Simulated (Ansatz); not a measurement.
Crystal: BaTe.

```xyz
2
Lattice="0.0000 3.4100 3.4100 3.4100 0.0000 3.4100 3.4100 3.4100 0.0000" Properties=species:S:1:pos:R:3 pbc="T T T"
Ba    0.0000    0.0000    0.0000
Te    3.4100    3.4100    3.4100
```

Base run:

- Program: Ansatz 0.2.0
- Functional: PBE0
- Potentials or basis: all-electron PAW datasets made for the crystal
- Cutoff: 270 eV (chosen from the basis error)
- k mesh: 6 × 6 × 6
- Occupations: fermi-dirac, width 0.05 eV
- Spin: no spin polarisation

Its results: band gap on the k mesh 2.74 eV, indirect (least direct gap 3.15 eV); pressure 3.6 GPa.

Q: The run is repeated on the same cell with these changes: functional from PBE0 to HSE06. What comes out?

A: Band gap on the k mesh 2.10 eV, indirect (least direct gap 2.50 eV); pressure 3.6 GPa.

Caveats: spin-orbit coupling is left out, which moves the levels of the heavy elements.

A k mesh can miss the band edges.
